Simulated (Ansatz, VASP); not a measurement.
# Two plane-wave programs on HfN

INCAR

```
SYSTEM = HfN
PREC = Accurate
ENCUT = 600
EDIFF = 1E-6
ISMEAR = -1
SIGMA = 0.08
LREAL = .False.
LASPH = .True.
NELM = 100
ALGO = Normal
ISIF = 3
LWAVE = .False.
LCHARG = .False.
GGA = PS
IBRION = 2
NSW = 60
EDIFFG = -0.005
```

The input KPOINTS:

```
Automatic mesh
0
Gamma
  15 15 15
  0 0 0
```

The input POSCAR:

```
HfN
1.0
    0.0000000000      2.1544346900      2.1544346900
    2.1544346900      0.0000000000      2.1544346900
    2.1544346900      2.1544346900      0.0000000000
Hf N
1 1
Direct
    0.0000000000      0.0000000000      0.0000000000
    0.5000000000      0.5000000000      0.5000000000
```

Input for Ansatz:

```yaml
crystal:
  lattice:
    - [0.0, 2.15443469, 2.15443469]
    - [2.15443469, 0.0, 2.15443469]
    - [2.15443469, 2.15443469, 0.0]
  atoms:
    - { symbol: Hf, position: [0.0, 0.0, 0.0] }
    - { symbol: "N", position: [0.5, 0.5, 0.5] }
kpoints:
  mp_grid: { grid: [15, 15, 15] }
scf:
  occupations: { method: fermi_dirac, width: 0.08 }
hamiltonian:
  xc: pbesol
  pseudopotentials: { kind: paw }
output:
  forces: true
  stress: true
  write_density: true
  write_potential: true
  elf: true
  volumetric_format: npy
relax:
  f_tol: 0.005
  max_steps: 40
  cell: {}
```

Alike in both runs: task relaxation of cell and atoms; functional PBEsol; k mesh 15 × 15 × 15; occupations fermi-dirac, width 0.08 eV; no spin polarisation.

|  | VASP | Ansatz |
| --- | --- | --- |
| version | VASP 6.6.1 | Ansatz 0.2.0 |
| potentials or method | VASP PAW PBE potentials, release 64 (Hf_pv, N) | PAW with Ansatz's default frozen-core files, scalar-relativistic |
| plane-wave cutoff (eV) | 600 | 420 |
| valence electrons in the cell | 15 | 31 |

|  | VASP | Ansatz | Ansatz less VASP |
| --- | --- | --- | --- |
| relaxed volume (Å³/atom) | 11.32 | 11.40 | +0.086 |
| relaxed cell length with the largest relative difference (Å) | 3.175 | 3.183 | +0.0080 |
| energy change over the relaxation (meV/atom) | -173 | -193 | -19.1 |

The two sets of potentials don't hold the same shells in valence.

Caveats: the PAW data sets were made with another functional, which shifts forces and pressure a little (VASP). Spin-orbit coupling is left out, which matters for the levels of Hf.
